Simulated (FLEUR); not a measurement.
# free-standing square V monolayer, spacing 3.216 A: which magnetic order is lowest, part 2 of 3

Does free-standing square V monolayer, spacing 3.216 A prefer parallel or opposed moments?

FLEUR MaX-R8.1; PBE; all-electron FLAPW film, Dirac cores, scalar-relativistic bands.

So far, largest spin moment in the muffin-tin sphere (μB): step 2 (run 1 (ferro +)) 3.28; step 3 (run 2 (antiferro q=(0,1/2,0) +-)) 3.22.

### Step 4. Run 3 (antiferro q=(1/2,1/2,0) +-)

Another pattern of signs weighs the neighbour shells otherwise.

The cell is doubled to 2 atoms to hold this order. The mesh is halved along the doubled vector, so that both cells sample the same points. The k list default-1 (kpts.xml, not shown) is a Γ-centred 4×8×1 mesh.

inp.xml

```
<?xml version="1.0" encoding="UTF-8" standalone="no"?>
<fleurInput fleurInputVersion="0.39">
   <comment>
      V
   </comment>
   <calculationSetup>
      <cutoffs Kmax="3.6" Gmax="10.8" GmaxXC="10.8" numbands="0"/>
      <scfLoop itmax="120" minDistance="0.00002" maxIterBroyd="15" imix="Anderson" alpha="0.03" precondParam="0.0" spinf="2.0" sdNocoIR="T"/>
      <coreElectrons ctail="T" frcor="F" kcrel="0" coretail_lmax="0"/>
      <xcFunctional name="pbe" relativisticCorrections="F"/>
      <magnetism jspins="2"/>
      <soc l_soc="F" theta="0.0" phi="0.0" spav="F"/>
      <expertModes spex="0" secvar="F"/>
      <geometryOptimization l_f="F" forcealpha="1.0" forcemix="BFGS" epsdisp="0.00001" epsforce="0.00001"/>
      <ldaU l_linMix="F" mixParam="0.05" spinf="1.0"/>
   </calculationSetup>
   <cell>
      <bzIntegration valenceElectrons="26.0" mode="hist" fermiSmearingEnergy="0.00110248">
         <kPointListSelection listName="default-1"/>
         <xi:include xmlns:xi="http://www.w3.org/2001/XInclude" href="kpts.xml"> </xi:include>
      </bzIntegration>
      <xi:include xmlns:xi="http://www.w3.org/2001/XInclude" href="sym.xml"> </xi:include>
      <filmLattice scale="1.0" dVac="6.4" dTilda="8.9">
         <bravaisMatrixFilm>
            <row-1>   12.1547184334272007     0.0000000000000000</row-1>
            <row-2>    6.0773592167136004     6.0773592167136004</row-2>
         </bravaisMatrixFilm>
         <vacuumEnergyParameters vacuum="1" spinUp="-.25" spinDown="-.25"/>
      </filmLattice>
   </cell>
   <atomSpecies>
      <species name="Vanadium (1.500" element="V" atomicNumber="23">
         <mtSphere radius="2.8" gridPoints="925" logIncrement="0.013"/>
         <atomicCutoffs lmax="10" lnonsphr="8"/>
         <electronConfig flipSpins="F">
            <coreConfig>(1s1/2) (2s1/2) (2p1/2) (2p3/2)</coreConfig>
            <valenceConfig>(3s1/2) (3p1/2) (3p3/2) (4s1/2) (3d3/2) (3d5/2)</valenceConfig>
            <stateOccupation state="(3d3/2)" spinUp="0.6" spinDown="0.6"/>
            <stateOccupation state="(3d5/2)" spinUp="1.65" spinDown="0.15"/>
         </electronConfig>
         <energyParameters s="4" p="4" d="3" f="4"/>
         <lo type="SCLO" l="0" n="3" eDeriv="0"/>
         <lo type="SCLO" l="1" n="3" eDeriv="0"/>
      </species>
      <species name="Vanadium (-1.500" element="V" atomicNumber="23">
         <mtSphere radius="2.8" gridPoints="925" logIncrement="0.013"/>
         <atomicCutoffs lmax="10" lnonsphr="8"/>
         <electronConfig flipSpins="F">
            <coreConfig>(1s1/2) (2s1/2) (2p1/2) (2p3/2)</coreConfig>
            <valenceConfig>(3s1/2) (3p1/2) (3p3/2) (4s1/2) (3d3/2) (3d5/2)</valenceConfig>
            <stateOccupation state="(3d3/2)" spinUp="0.6" spinDown="0.6"/>
            <stateOccupation state="(3d5/2)" spinUp="0.15" spinDown="1.65"/>
         </electronConfig>
         <energyParameters s="4" p="4" d="3" f="4"/>
         <lo type="SCLO" l="0" n="3" eDeriv="0"/>
         <lo type="SCLO" l="1" n="3" eDeriv="0"/>
      </species>
   </atomSpecies>
   <atomGroups>
      <atomGroup species="Vanadium (1.500">
         <filmPos label="                   1">.0000000000 .0000000000 .0000000000</filmPos>
         <force calculate="T" relaxXYZ="TTT"/>
      </atomGroup>
      <atomGroup species="Vanadium (-1.500">
         <filmPos label="                   2">1.000/2.000 .0000000000 .0000000000</filmPos>
         <force calculate="T" relaxXYZ="TTT"/>
      </atomGroup>
   </atomGroups>
   <output dos="F" band="F" slice="F">
      <bandDOS minEnergy="-.5*Htr" maxEnergy="0.5*Htr" sigma="0.015" storeEVData="T"/>
      <plotting iplot="0" polar="F">
         <plot TwoD="T" vec1="  1.0  0.0  0.0" vec2="  0.0  1.0  0.0" vec3="  0.0  0.0  1.0" zero="  0.0  0.0 -0.5" file="plot"/>
      </plotting>
      <moessbauerParams electricFieldGradient="F" isomerShift="F" coreHyperfine="F" valenceHyperfine="F"/>
   </output>
</fleurInput>
```

crystal.txt

```
V
&input film=T cartesian=F /
6.43200000000  0.00000000000  0.00000000000
3.21600000000  3.21600000000  0.00000000000
0.00000000000  0.00000000000  1.00000000000
1.8897261246
1.0 1.0 1.0

2
23 0.00000000000  0.00000000000  0.00000000000 : 1.500
23 0.50000000000  0.00000000000  0.00000000000 : -1.500

&kpt div1=4 div2=8 div3=1 gamma=T /
```

Run with:

```sh
$ OMP_NUM_THREADS=1 inpgen -f crystal.txt > inpgen.log  # inp.xml is then edited as shown
$ OMP_NUM_THREADS=1 mpirun -n 2 fleur_MPI > fleur.log
```

The log of the run:

```text
[banner, memory and clock lines left out]
Welcome to FLEUR        (www.flapw.de)
      MaX-Release 8.1          (www.max-centre.eu)

 ========== k-point set info ==========
 Selected k-point list: default-1
 k-point list type: mesh
 0 x 0 x 0
 Number of k points: 14

 [... set-up left out ...]
 Iteration:     1   Distance:      20.92115024 me/bohr^3
 Iteration:     2   Distance:      19.86516081 me/bohr^3
 Iteration:     3   Distance:       8.34512626 me/bohr^3
 Iteration:     4   Distance:       9.78386497 me/bohr^3
 Iteration:     5   Distance:       4.58597010 me/bohr^3
[...]
<sumOfEigenvalues value="    -1126.0421509926">
               <coreElectrons value="-1096.4754465857"/>
               <valenceElectrons value="-29.5667044068"/>
            </sumOfEigenvalues>
         [... left out ...]
            <freeEnergy value="-1898.3862646831"/>
            <extrapolationTo0K value="-1898.3857211378"/>
         </totalEnergy>
         <densityConvergence units="me/bohr^3">
            <chargeDensity spin="1" distance="0.0000059297"/>
            <chargeDensity spin="2" distance="0.0000054247"/>
            <overallChargeDensity distance="0.0000077719"/>
            <spinDensity distance="0.0000082930"/>
         </densityConvergence>
      </iteration>
```

Run time: 66 s. Hardware: 2 MPI ranks of Arm Neoverse V2, shared host; peak memory 0.28 GiB; 2.2 min of CPU time.

Spin moment in the muffin-tin sphere by atom:

```
atom  spin moment in the muffin-tin sphere (μB)
  V1                                       3.02
  V2                                      -3.02
```

Numbers from this step:

| Property | Result |
| --- | --- |
| free energy | -51657.7219 eV |
| program's band gap on this mesh (in a metal only a level spacing) | 0.04342 eV |
| magnetization | 0 μB |
| final state | antiferromagnetic |

It lies 27.5 meV a seeded atom over the first start, and its largest moment is 3.02 μB against 3.28 μB.

### Step 5. Run 4 (no spin polarisation)

A spinless run gives the zero against which the gain from the moments is read.

The k list default-1 (kpts.xml, not shown) is a Γ-centred 8×8×1 mesh.

inp.xml

```
<?xml version="1.0" encoding="UTF-8" standalone="no"?>
<fleurInput fleurInputVersion="0.39">
   <comment>
      V
   </comment>
   <calculationSetup>
      <cutoffs Kmax="3.6" Gmax="10.8" GmaxXC="10.8" numbands="0"/>
      <scfLoop itmax="120" minDistance="0.00002" maxIterBroyd="15" imix="Anderson" alpha="0.03" precondParam="0.0" spinf="2.0" sdNocoIR="T"/>
      <coreElectrons ctail="T" frcor="F" kcrel="0" coretail_lmax="0"/>
      <xcFunctional name="pbe" relativisticCorrections="F"/>
      <magnetism jspins="1"/>
      <soc l_soc="F" theta="0.0" phi="0.0" spav="F"/>
      <expertModes spex="0" secvar="F"/>
      <geometryOptimization l_f="F" forcealpha="1.0" forcemix="BFGS" epsdisp="0.00001" epsforce="0.00001"/>
      <ldaU l_linMix="F" mixParam="0.05" spinf="1.0"/>
   </calculationSetup>
   <cell>
      <bzIntegration valenceElectrons="13.0" mode="hist" fermiSmearingEnergy="0.00110248">
         <kPointListSelection listName="default-1"/>
         <xi:include xmlns:xi="http://www.w3.org/2001/XInclude" href="kpts.xml"> </xi:include>
      </bzIntegration>
      <xi:include xmlns:xi="http://www.w3.org/2001/XInclude" href="sym.xml"> </xi:include>
      <filmLattice scale="1.0" dVac="6.4" dTilda="8.9">
         <bravaisMatrixFilm>
            <row-1>    6.0773592167136004     0.0000000000000000</row-1>
            <row-2>    0.0000000000000000     6.0773592167136004</row-2>
         </bravaisMatrixFilm>
         <vacuumEnergyParameters vacuum="1" spinUp="-.25" spinDown="-.25"/>
      </filmLattice>
   </cell>
   <atomSpecies>
      <species name="Vanadium (V)" element="V" atomicNumber="23">
         <mtSphere radius="2.8" gridPoints="925" logIncrement="0.013"/>
         <atomicCutoffs lmax="10" lnonsphr="8"/>
         <electronConfig flipSpins="F">
            <coreConfig>(1s1/2) (2s1/2) (2p1/2) (2p3/2)</coreConfig>
            <valenceConfig>(3s1/2) (3p1/2) (3p3/2) (4s1/2) (3d3/2) (3d5/2)</valenceConfig>
            <stateOccupation state="(3d3/2)" spinUp="0.600000" spinDown="0.600000"/>
            <stateOccupation state="(3d5/2)" spinUp="0.900000" spinDown="0.900000"/>
         </electronConfig>
         <energyParameters s="4" p="4" d="3" f="4"/>
         <lo type="SCLO" l="0" n="3" eDeriv="0"/>
         <lo type="SCLO" l="1" n="3" eDeriv="0"/>
      </species>
   </atomSpecies>
   <atomGroups>
      <atomGroup species="Vanadium (V)">
         <filmPos label="                   1">.0000000000 .0000000000 .0000000000</filmPos>
         <force calculate="T" relaxXYZ="TTT"/>
      </atomGroup>
   </atomGroups>
   <output dos="F" band="F" slice="F">
      <bandDOS minEnergy="-.5*Htr" maxEnergy="0.5*Htr" sigma="0.015" storeEVData="T"/>
      <plotting iplot="0" polar="F">
         <plot TwoD="T" vec1="  1.0  0.0  0.0" vec2="  0.0  1.0  0.0" vec3="  0.0  0.0  1.0" zero="  0.0  0.0 -0.5" file="plot"/>
      </plotting>
      <moessbauerParams electricFieldGradient="F" isomerShift="F" coreHyperfine="F" valenceHyperfine="F"/>
   </output>
</fleurInput>
```

crystal.txt

```
V
&input film=T cartesian=F /
3.21600000000  0.00000000000  0.00000000000
0.00000000000  3.21600000000  0.00000000000
0.00000000000  0.00000000000  1.00000000000
1.8897261246
1.0 1.0 1.0

1
23 0.00000000000  0.00000000000  0.00000000000

&kpt div1=8 div2=8 div3=1 gamma=T /
```

The log of the run:

```text
[banner, memory and clock lines left out]
Welcome to FLEUR        (www.flapw.de)
      MaX-Release 8.1          (www.max-centre.eu)

 ========== k-point set info ==========
 Selected k-point list: default-1
 k-point list type: mesh
 0 x 0 x 0
 Number of k points: 16

 [... set-up left out ...]
 Iteration:     1   Distance:      12.45126247 me/bohr^3
 Iteration:     2   Distance:      11.32428044 me/bohr^3
 Iteration:     3   Distance:       5.81902726 me/bohr^3
 Iteration:     4   Distance:       5.56614942 me/bohr^3
 Iteration:     5   Distance:       4.59094791 me/bohr^3
[...]
<FermiEnergy value="-0.1480639762" units="Htr"/>
         [... left out ...]
         <totalEnergy value="     -949.1506258588" units="Htr">
            <sumOfEigenvalues value="     -564.1054849839">
               <coreElectrons value="-548.8547264935"/>
               <valenceElectrons value="-15.2507584903"/>
            </sumOfEigenvalues>
         [... left out ...]
            <freeEnergy value="-949.1513871057"/>
            <extrapolationTo0K value="-949.1510064822"/>
         </totalEnergy>
         <densityConvergence units="me/bohr^3">
            <chargeDensity spin="1" distance="0.0000018336"/>
         </densityConvergence>
      </iteration>
```

It took 15 s on 2 MPI ranks; peak memory 0.13 GiB; 29 s of CPU time.

Numbers from this step:

```yaml
free_energy: -25827.7250 eV
program_s_band_gap_on_this_mesh_in_a_metal_only_a_level_spacing: 0.01849 eV
final_state: non-magnetic (no spin polarisation)
```

It lies 1163 meV a seeded atom over the first start.

### Step 6. Energies of the orders

Free energies are divided by the number of seeded atoms, so that cells of unlike size compare. Wavevectors q in the names are fractions of the primitive cell's reciprocal vectors.

Orders:

```
                     start        final state  typed order kept  energy over the lowest (meV a seeded atom)  largest sphere moment (μB)  net moment (μB a primitive cell)  mesh matched  CPU time (s)
                   ferro +      ferromagnetic               yes                                       56.29                       3.275                             3.844           yes          61.2
  antiferro q=(0,1/2,0) +-  antiferromagnetic               yes                                           0                       3.217                                 0           yes         171.2
antiferro q=(1/2,1/2,0) +-  antiferromagnetic               yes                                        83.8                       3.024                                 0           yes         131.9
      no spin polarisation       non-magnetic                 -                                        1220                           0                                 0           yes         29.35
```

(Continued in part 3 of 3.)

[Logs and program files are shortened in this print: banners, set-up blocks, solver, clock and traceback lines can be left out without a mark of their own.]

[Logs are printed without paths, hosts, clocks, repeated set-up lines and the standing remarks that a program may print on its own settings, such as how far it seeks lower states.]

[Hosts, paths, dates, database ids (printed as entryN), source tags and the programs' standing remarks are cut or masked in the printed files.]

[Where a cell is said to come from a database of computed structures, the database is the Materials Project.]
